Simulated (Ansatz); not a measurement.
**Transmission past a defect: (4,0) C nanotube, Mn in place of one C**

What does the defect do to the conductance?

Main program and level: Ansatz 0.2.0; DFT PBE, plane waves, PAW; relaxation of a wire's period, in the first sound run; inputs show where later runs differ.

## Step 1: The starting structure

The cell holds 16 atoms: 16 C. Cell: a = 9.932 Å, b = 9.932 Å, c = 4.260 Å, α = 90.0°, β = 90.0°, γ = 90.0°. Vacuum lies along a and b. The structure's axis is c.

## Step 2: Relaxation of atoms and period

Band widths follow the bond lengths, so the wire is relaxed first. The atoms and the third cell vector are free; the box across stays fixed as vacuum. A Fermi-Dirac smearing is set since the result may be a metal. The pressure printed is a third of the stress's trace over the whole box, vacuum included; only the stress along the axis is relaxed.

input.yaml

```yaml
crystal:
  lattice:
    - [9.932, 0.0, 0.0]
    - [0.0, 9.932, 0.0]
    - [0.0, 0.0, 4.26]
  atoms:
    - { symbol: C, position: [0.342327829, 0.499977252, 0.0] }
    - { symbol: C, position: [0.499977252, 0.657626674, 0.0] }
    - { symbol: C, position: [0.499977252, 0.342327829, 0.0] }
    - { symbol: C, position: [0.657626674, 0.499977252, 0.0] }
    - { symbol: C, position: [0.342327829, 0.499977252, 0.333333333] }
    - { symbol: C, position: [0.499977252, 0.657626674, 0.333333333] }
    - { symbol: C, position: [0.499977252, 0.342327829, 0.333333333] }
    - { symbol: C, position: [0.657626674, 0.499977252, 0.333333333] }
    - { symbol: C, position: [0.388502276, 0.611452227, 0.5] }
    - { symbol: C, position: [0.388502276, 0.388502276, 0.5] }
    - { symbol: C, position: [0.611452227, 0.611452227, 0.5] }
    - { symbol: C, position: [0.611452227, 0.388502276, 0.5] }
    - { symbol: C, position: [0.388502276, 0.611452227, 0.833333333] }
    - { symbol: C, position: [0.388502276, 0.388502276, 0.833333333] }
    - { symbol: C, position: [0.611452227, 0.611452227, 0.833333333] }
    - { symbol: C, position: [0.611452227, 0.388502276, 0.833333333] }
kpoints:
  mp_grid: { grid: [1, 1, 19] }
scf:
  occupations: { method: fermi_dirac, width: 0.05 }
hamiltonian:
  xc: pbe
relax:
  cell: { fix: [a, b, alpha, beta, gamma] }
  max_steps: 60
```

Launch:

```console
$ ansatz run input.yaml --threads 16 --pin off --max-ram 61440MiB --backend cuda --events-out ev --progress --plain --runs-dir out --max-vram 78GiB
```

Numbers of over 12 decimals in the logs are rounded to 6 here.

Log:

```text
Engine: ansatz 0.2.0, aarch64-unknown-linux-gnu
Pseudopotentials: kind: paw
Pseudopotential: C, paw, valence charge 4, recommended cutoff 420 eV (normal), C.paw.azcp
Functional definition: PBE
  parameter kappa = 0.804
  parameter beta = 0.066725
  exchange = pbe_x(kappa = kappa, mu = beta*pi^2/3)
  correlation = pbe_c(beta = beta)
device memory: the entry about to start is reckoned to put 11.6 GiB on a device that reports 164.3 GiB free (of which the cap on the GPU budget leaves the run 78.0 GiB)
GPU FFT provider: cuFFT
GPU libraries: cuBLAS 13.8.1, cuFFT 12.4.0, cuSOLVER 12.3.2
GPU matrix products: emulated (plane waves: as basis.precision tells), large ones in fixed point in workspaces of 1.00 GiB
Crystal: 16 atoms, lattice volume = 420.226 Å³
Basis set: ecut = 420 eV, 8195 PW (Γ), exchange–correlation on 144×144×60 points (8 copies of the dense FFT grid, shifted against one another)
Bands: 48, of which v1, the nominal top of the filled ones, is band 32 counted from 1 (31 counted from 0)
Symmetry: 16 space group operations
Space group: P4/mmm (ITA 123), of the structure as read, at distance tolerance 7.5e-5 Å
k-points: 10 of 19
Non-local potential: C, projectors of the file, l = 0: 2, l = 1: 2, l = 2: 1
PAW form: soft (Blöchl's): semilocal exchange-correlation on the pseudo side does not see the compensation charge
PAW one-centre angular grid: C, 110 points (default); XC on 64 Gauss nodes
Initial density: superposition of atomic densities (neutral atoms: chi_scale 0, normalization atom), corrected by the library's trained network
Initial wavefunctions: pseudopotential atomic-orbital guess
GPU buffer pool allocated for 155520 grid points (all kernels)
GPU transforms: local potential and band sums: pruned to the plane-wave sphere, on 72×72×30
Functional: x = pbe(κ = 0.804, μ = 0.219515), c = pbe(β = 0.066725)
SCF iter   1: F=—  HF=-4000.759357 eV  |F-HF|=—  |Δ(HF+E_count)|=         —  Δρ=7.08e-3  dr2=1.08e-1  ethr=1.77e-3  ⟨swp⟩=12.1  Hψ=3260  notcnv=0  defer=55
preconditioner: auto → LDOS  [metal: Δε(μ)=0.043 eV  Ē_g=14.052 eV  σ=0.050 eV  W_gap=0.21  n_scr=54 (ndim 8)  ℏωp=14.5 eV  f_vac=0.637  D(μ)=8.24/eV (n_scr^D=42)  β→1.0]
SCF iter   2: F=—  HF=-4000.778999 eV  |F-HF|=—  |Δ(HF+E_count)|=   1.96e-2  Δρ=1.54e-3  dr2=7.97e-3  ethr=1.68e-4  ⟨swp⟩=3.9  Hψ=994  notcnv=0  defer=86
SCF iter   3: F=—  HF=-4000.781823 eV  |F-HF|=—  |Δ(HF+E_count)|=   2.82e-3  Δρ=4.31e-4  dr2=7.21e-4  ethr=1.25e-5  ⟨swp⟩=2.4  Hψ=808  notcnv=0  defer=86
SCF iter   4: F=—  HF=-4000.782324 eV  |F-HF|=—  |Δ(HF+E_count)|=   5.01e-4  Δρ=1.54e-4  dr2=1.09e-4  ethr=1.13e-6  ⟨swp⟩=2.1  Hψ=761  notcnv=0  defer=86
SCF iter   5: F=—  HF=-4000.782406 eV  |F-HF|=—  |Δ(HF+E_count)|=   8.20e-5  Δρ=4.37e-5  dr2=5.08e-6  ethr=1.71e-7  ⟨swp⟩=2.1  Hψ=729  notcnv=0  defer=86
SCF iter   6: F=—  HF=-4000.782473 eV  |F-HF|=—  |Δ(HF+E_count)|=   6.77e-5  Δρ=9.17e-6  dr2=3.36e-7  ethr=7.94e-9  ⟨swp⟩=2.3  Hψ=826  notcnv=0  defer=86
SCF iter   7: F=-4000.782475 eV  HF=-4000.782474 eV  |F-HF|=1.08e-7  |Δ(HF+E_count)|=   1.02e-6  Δρ=2.31e-6  dr2=2.18e-8  ethr=1.56e-10  ⟨swp⟩=5.0  Hψ=1750  notcnv=0
SCF 1 converged in 7 iterations: F = -4000.782475 eV  dr2 = 2.18e-8
  greatest PAW one-centre occupation: 0.684 electrons in one spin orbital (limit 2), on the C atom at site 15 (counted from 0), in its partial waves of l = 0
relax step   1: F+E_penalty+E_count = -4000.78247460 eV  Δ(F+E_penalty+E_count) = +0.000e0 eV  max|allowed force component| = 2.360e0 eV/Å  Δτ_max = 0.0000 Å  P = +8.733 GPa  Ω = 420.226 Å³  fix = [a, b, alpha, beta, gamma]  reactions: a +11.211, b +11.211 GPa  (7 SCF iters, dr2 threshold 1.00e-7 eV, accepted)
device memory: the entry about to start is reckoned to put 11.5 GiB (of the 11.6 GiB reckoned in all, the device holds 0.1 GiB already) on a device that reports 164.2 GiB free (of which the cap on the GPU budget leaves the run 77.9 GiB)
GPU FFT provider: cuFFT
GPU libraries: cuBLAS 13.8.1, cuFFT 12.4.0, cuSOLVER 12.3.2
GPU matrix products: emulated (plane waves: as basis.precision tells), large ones in fixed point in workspaces of 1.00 GiB
Crystal: 16 atoms, lattice volume = 419.466 Å³
Basis set: ecut = 420 eV, 8187 PW (Γ), exchange–correlation on 144×144×60 points (8 copies of the dense FFT grid, shifted against one another)
Initial density: handed on by an earlier stage of this run
Initial wavefunctions: those handed on with the density
GPU buffer pool allocated for 155520 grid points (all kernels)
GPU transforms: local potential and band sums: pruned to the plane-wave sphere, on 72×72×30
iter 1 solved again at ethr=1.33e-3 eV; its pass at ethr=3.10e-3 eV (dr2=8.49e-1 eV) is discarded
SCF iter   1: F=—  HF=-4002.717993 eV  |F-HF|=—  |Δ(HF+E_count)|=         —  Δρ=1.41e-2  dr2=7.98e-1  ethr=1.33e-3  ⟨swp⟩=2.8  Hψ=2095  notcnv=0
preconditioner: auto → LDOS  [insulator: Δε(μ)=0.211 eV  Ē_g=13.456 eV  σ=0.050 eV  W_gap=0.60  n_scr=54 (ndim 8)  ℏωp=14.5 eV  f_vac=0.624  D(μ)=5.19/eV (n_scr^D=22)  ε∞_Penn≈2.2  β→1.0]
SCF iter   2: F=—  HF=-4002.560836 eV  |F-HF|=—  |Δ(HF+E_count)|=   1.57e-1  Δρ=7.41e-3  dr2=3.24e-1  ethr=1.25e-3  ⟨swp⟩=3.8  Hψ=1268  notcnv=0  defer=8
SCF iter   3: F=—  HF=-4002.484169 eV  |F-HF|=—  |Δ(HF+E_count)|=   7.67e-2  Δρ=1.12e-3  dr2=3.85e-3  ethr=5.06e-4  ⟨swp⟩=3.2  Hψ=852  notcnv=0  defer=53
SCF iter   4: F=—  HF=-4002.485217 eV  |F-HF|=—  |Δ(HF+E_count)|=   1.05e-3  Δρ=2.47e-4  dr2=2.31e-4  ethr=6.01e-6  ⟨swp⟩=2.0  Hψ=812  notcnv=0  defer=71
SCF iter   5: F=—  HF=-4002.485422 eV  |F-HF|=—  |Δ(HF+E_count)|=   2.05e-4  Δρ=7.26e-5  dr2=3.33e-5  ethr=3.62e-7  ⟨swp⟩=2.0  Hψ=806  notcnv=0  defer=71
SCF iter   6: F=—  HF=-4002.485422 eV  |F-HF|=—  |Δ(HF+E_count)|=   5.11e-7  Δρ=1.50e-5  dr2=1.78e-6  ethr=5.21e-8  ⟨swp⟩=2.0  Hψ=697  notcnv=0  defer=71
SCF iter   7: F=-4002.485423 eV  HF=-4002.485423 eV  |F-HF|=1.80e-7  |Δ(HF+E_count)|=   4.14e-7  Δρ=4.56e-6  dr2=6.87e-8  ethr=2.50e-9  ⟨swp⟩=5.0  Hψ=1601  notcnv=0
SCF 2 converged in 7 iterations: F = -4002.485423 eV  dr2 = 6.87e-8
  greatest PAW one-centre occupation: 0.672 electrons in one spin orbital (limit 2), on the C atom at site 15 (counted from 0), in its partial waves of l = 0
relax step   2: F+E_penalty+E_count = -4002.48542298 eV  Δ(F+E_penalty+E_count) = -1.703e0 eV  max|allowed force component| = 1.492e0 eV/Å  Δτ_max = 0.0628 Å  P = +3.198 GPa  Ω = 419.466 Å³  energy of the carried Pulay correction = +8.605e-4 eV  fix = [a, b, alpha, beta, gamma]  reactions: a +5.514, b +5.514 GPa  (7 SCF iters, dr2 threshold 1.60e-6 eV, accepted)
[...]
relax step   5: F+E_penalty+E_count = -4003.14013820 eV  Δ(F+E_penalty+E_count) = -5.167e-4 eV  max|allowed force component| = 1.873e-2 eV/Å  Δτ_max = 0.0008 Å  P = -0.051 GPa  Ω = 415.953 Å³  energy of the carried Pulay correction = +4.858e-3 eV  fix = [a, b, alpha, beta, gamma]  reactions: a -0.039, b -0.039 GPa  (3 SCF iters, dr2 threshold 5.60e-7 eV, accepted)
[...]
relax step   6: F+E_penalty+E_count = -4003.14030298 eV  Δ(F+E_penalty+E_count) = -1.648e-4 eV  max|allowed force component| = 8.779e-3 eV/Å  Δτ_max = 0.0003 Å  P = +0.014 GPa  Ω = 415.825 Å³  energy of the carried Pulay correction = +5.005e-3 eV  fix = [a, b, alpha, beta, gamma]  reactions: a -0.016, b -0.016 GPa  (4 SCF iters, dr2 threshold 2.19e-8 eV, accepted)
[...]
relax step   7: F+E_penalty+E_count = -4003.14021494 eV  Δ(F+E_penalty+E_count) = +8.804e-5 eV  max|allowed force component| = 5.684e-4 eV/Å  Δτ_max = 0.0000 Å  P = -0.018 GPa  Ω = 415.919 Å³  energy of the carried Pulay correction = +4.897e-3 eV  fix = [a, b, alpha, beta, gamma]  reactions: a -0.021, b -0.021 GPa  (4 SCF iters, dr2 threshold 1.43e-8 eV, accepted)
device memory: the entry about to start is reckoned to put 11.6 GiB on a device that reports 164.3 GiB free (of which the cap on the GPU budget leaves the run 78.0 GiB)
GPU FFT provider: cuFFT
GPU libraries: cuBLAS 13.8.1, cuFFT 12.4.0, cuSOLVER 12.3.2
GPU matrix products: emulated (plane waves: as basis.precision tells), large ones in fixed point in workspaces of 1.00 GiB
Initial wavefunctions: pseudopotential atomic-orbital guess (no wavefunctions were taken with the density)
GPU buffer pool allocated for 155520 grid points (all kernels)
GPU transforms: local potential and band sums: pruned to the plane-wave sphere, on 72×72×30
iter 1 solved again at ethr=5.87e-8 eV; its pass at ethr=3.10e-3 eV (dr2=3.76e-5 eV) is discarded
SCF iter   1: F=—  HF=-4003.135658 eV  |F-HF|=—  |Δ(HF+E_count)|=         —  Δρ=4.03e-5  dr2=8.51e-7  ethr=5.87e-8  ⟨swp⟩=10.0  Hψ=5829  notcnv=0
preconditioner: auto → LDOS  [metal: Δε(μ)=0.048 eV  Ē_g=13.360 eV  σ=0.050 eV  W_gap=0.24  n_scr=54 (ndim 8)  ℏωp=14.6 eV  f_vac=0.614  D(μ)=3.06/eV (n_scr^D=8)  β→1.0]
SCF iter   2: F=—  HF=-4003.135670 eV  |F-HF|=—  |Δ(HF+E_count)|=   1.28e-5  Δρ=3.00e-6  dr2=1.76e-8  ethr=1.33e-9  ⟨swp⟩=2.1  Hψ=835  notcnv=0
SCF iter   3: F=—  HF=-4003.135670 eV  |F-HF|=—  |Δ(HF+E_count)|=  3.48e-10  Δρ=5.24e-7  dr2=8.79e-10  ethr=2.76e-11  ⟨swp⟩=3.0  Hψ=919  notcnv=0
SCF iter   4: F=-4003.135670 eV  HF=-4003.135670 eV  |F-HF|=1.73e-11  |Δ(HF+E_count)|=  6.50e-11  Δρ=1.09e-7  dr2=3.63e-11  ethr=1.00e-12  ⟨swp⟩=16.6  Hψ=2858  notcnv=0
SCF 8 converged in 4 iterations: F = -4003.135670 eV  dr2 = 3.63e-11
relax step   8: F+E_penalty+E_count = -4003.13567042 eV  Δ(F+E_penalty+E_count) = +4.545e-3 eV  max|allowed force component| = 7.836e-4 eV/Å  Δτ_max = 0.0000 Å  P = -0.025 GPa  Ω = 415.919 Å³  fix = [a, b, alpha, beta, gamma]  reactions: a -0.014, b -0.014 GPa  stress off target by 4.51e-2 GPa on what of the cell is left free  SCF on the basis re-selected at this cell (its energy is not comparable with the rows above)  (4 SCF iters)
basis re-selected at this cell: Δ(F+E_penalty+E_count) = +4.545e-3 eV, ΔP = -0.006 GPa vs the last step (what re-selecting the basis moved, of the pressure what is left beyond the Pulay correction that the steps carried, after the strain that the cell walked since its last selection, with what the two solves' SCF thresholds leave and, on support functions, any second-order correction that the steps lacked; it is no m [...]
SCF converged after 4 iterations
Free energy (F): -4003.135670 eV
Harris-Foulkes:  -4003.135670 eV  (|F-HF|=1.73e-11)
Internal energy: -4003.113420 eV  (E = F + TS)
E sigma→0 (E₀):  -4003.124545 eV
Entropy (-TS):   -0.022251 eV (-1.391 meV/atom)
Fermi energy:    -1.685233 eV
--- Per-component energies (eV) ---
  E_band       = -619.658670
  E_kinetic    = 1442.455149
  E_local      = -12735.136547  (includes V_loc(G=0)·N_el)
  E_nonlocal   = 435.012854
  E_hartree    = 5644.021377
  E_xc         = -762.451281
  E_vxc        = -943.685852  (∫ρ·V_xc dr)
  E_paw        = -1587.503422  (= ΣΔE_a)
  E_vpaw       = -106.347215  (= ΣTr[D̂ρ^β])
  E_aug_tail   = 0.000119  (compensation charges beyond the density's cutoff)
  E_ewald      = 3560.488331
  E_smearing   = -0.022251  (= −TS)
  E_closure    = -0.000000  (closes the sum)
  Σ components = -4003.135670   (vs F -4003.135670, Δ=0.00e0)
--- Forces (eV/Å), atoms counted from 1 ---
  atom   1  C     -0.00018964     0.00000000     0.00078363
  atom   2  C     -0.00000000     0.00018964     0.00078363
  atom   3  C     -0.00000000    -0.00018964     0.00078363
  atom   4  C      0.00018964     0.00000000     0.00078363
  atom   5  C     -0.00018964     0.00000000    -0.00078363
  atom   6  C     -0.00000000     0.00018964    -0.00078363
  atom   7  C     -0.00000000    -0.00018964    -0.00078363
  atom   8  C      0.00018964     0.00000000    -0.00078363
  atom   9  C      0.00008233    -0.00008233     0.00028481
  atom  10  C      0.00008233     0.00008233     0.00028481
  atom  11  C     -0.00008233    -0.00008233     0.00028481
  atom  12  C     -0.00008233     0.00008233     0.00028481
  atom  13  C      0.00008233    -0.00008233    -0.00028481
  atom  14  C      0.00008233     0.00008233    -0.00028481
  atom  15  C     -0.00008233    -0.00008233    -0.00028481
  atom  16  C     -0.00008233     0.00008233    -0.00028481
  max |Σ_I F_I| component: 1.63e-19 eV/Å
--- Stress (GPa, compression-positive) ---
       -0.014236       0.000000       0.000000
        0.000000      -0.014236       0.000000
        0.000000       0.000000      -0.045065
  P = ⅓ Tr σ = -0.0245 GPa (-0.245 kbar)
--- Band table (eV; the first three rows and the last of 10) ---
  k-point 0: bands = [... 28 lower, -2.8616, -2.4062, -2.3898, -1.0474, -1.0474, -0.7565, -0.7565, 2.7775, ... 12 higher]
  k-point 1: bands = [... 28 lower, -2.6399, -2.3965, -2.3804, -1.3170, -1.3170, -0.4994, -0.4994, 2.7334, ... 12 higher]
  k-point 2: bands = [... 28 lower, -2.3683, -2.3526, -2.3075, -1.7018, -1.7018, -0.1501, -0.1501, 2.6048, ... 12 higher]
  k-point 9: bands = [... 28 lower, -4.2284, -4.2284, -1.9931, -1.9846, -0.0065, 0.3530, 1.8449, 1.8942, ... 12 higher]
--- Relaxed structure (7 steps of the walk, 7 accepted, 1 SCFs on fresh bases) ---
  F+E_penalty+E_count = -4003.13567042 eV   max|allowed force component| = 7.836e-4 eV/Å   (the final SCF, on the basis selected at the relaxed cell)
  cell:  # Å, volume = 415.9194 Å³
    - [9.932, 0.0, 0.0]
    - [0.0, 9.932, 0.0]
    - [0.0, 0.0, 4.216341]
  atoms:
    - { symbol: C, position: [0.330193, 0.499977251625, 0.00206698] }
    - { symbol: C, position: [0.499977251625, 0.669762, 0.00206698] }
    - { symbol: C, position: [0.499977251625, 0.330193, 0.00206698] }
    - { symbol: C, position: [0.669762, 0.499977251625, 0.00206698] }
    - { symbol: C, position: [0.330193, 0.499977251625, 0.331266] }
    - { symbol: C, position: [0.499977251625, 0.669762, 0.331266] }
    - { symbol: C, position: [0.499977251625, 0.330193, 0.331266] }
    - { symbol: C, position: [0.669762, 0.499977251625, 0.331266] }
    - { symbol: C, position: [0.379906, 0.620048, 0.502108] }
    - { symbol: C, position: [0.379906, 0.379906, 0.502108] }
    - { symbol: C, position: [0.620048, 0.620048, 0.502108] }
    - { symbol: C, position: [0.620048, 0.379906, 0.502108] }
    - { symbol: C, position: [0.379906, 0.620048, 0.831226] }
    - { symbol: C, position: [0.379906, 0.379906, 0.831226] }
    - { symbol: C, position: [0.620048, 0.620048, 0.831226] }
    - { symbol: C, position: [0.620048, 0.379906, 0.831226] }
```

It took 3.2 s on 1 × NVIDIA GB200 with 16 threads of Arm Neoverse V2, shared host; peak memory 1.1 GiB.

The steps of the relaxation:

| step | energy less that of the first step (eV) | largest force component (eV/Å) | pressure (GPa) | volume (Å³) |
| --- | --- | --- | --- | --- |
| 1 | 0.0000 | 2.3600 | 8.73 | 420.23 |
| 2 | -1.7029 | 1.4922 | 3.20 | 419.47 |
| 3 | -2.3287 | 0.2345 | 0.39 | 412.63 |
| 4 | -2.3571 | 0.0946 | -0.05 | 415.83 |
| 5 | -2.3577 | 0.0187 | -0.05 | 415.95 |
| 6 | -2.3578 | 0.0088 | 0.01 | 415.82 |
| 7 | -2.3577 | 0.0006 | -0.02 | 415.92 |
| 8* | -2.3532 | 0.0008 | -0.02 | 415.92 |

Relaxation steps marked * repeat the geometry before them on a plane-wave basis chosen anew for their cell, so energy and pressure can jump there.

The run keeps the 16 symmetry operations that it works with, so distortions that break them were not tested.

| cell as run | before | after | change |
| --- | --- | --- | --- |
| c (Å) | 4.260 | 4.216 | -1.0 % |

The atoms that moved most (Å, along periodic axes as changes of fractional coordinates times the final cell, across vacuum about the mean position):

| atom | dx | dy | dz | length |
| --- | --- | --- | --- | --- |
| C15 | 0.085 | 0.085 | -0.009 | 0.121 |
| C11 | 0.085 | 0.085 | 0.009 | 0.121 |
| C16 | 0.085 | -0.085 | -0.009 | 0.121 |
| C13 | -0.085 | 0.085 | -0.009 | 0.121 |
| C12 | 0.085 | -0.085 | 0.009 | 0.121 |
| C9 | -0.085 | 0.085 | 0.009 | 0.121 |
| C14 | -0.085 | -0.085 | -0.009 | 0.121 |
| C10 | -0.085 | -0.085 | 0.009 | 0.121 |

This step gave:

```yaml
energy_at_zero_smearing: -4003.1245 eV
cell_length_along_the_wire: 4.216 Å
```

The cell's length comes to 4.216 Å with spin left out.

(Continued in part 2 of 4.)

[Logs are printed without paths, hosts, clocks, repeated set-up lines and the standing remarks that a program may print on its own settings, such as how far it seeks lower states.]

[Hosts, paths, dates, database ids (printed as entryN), source tags and the programs' standing remarks are cut or masked in the printed files.]
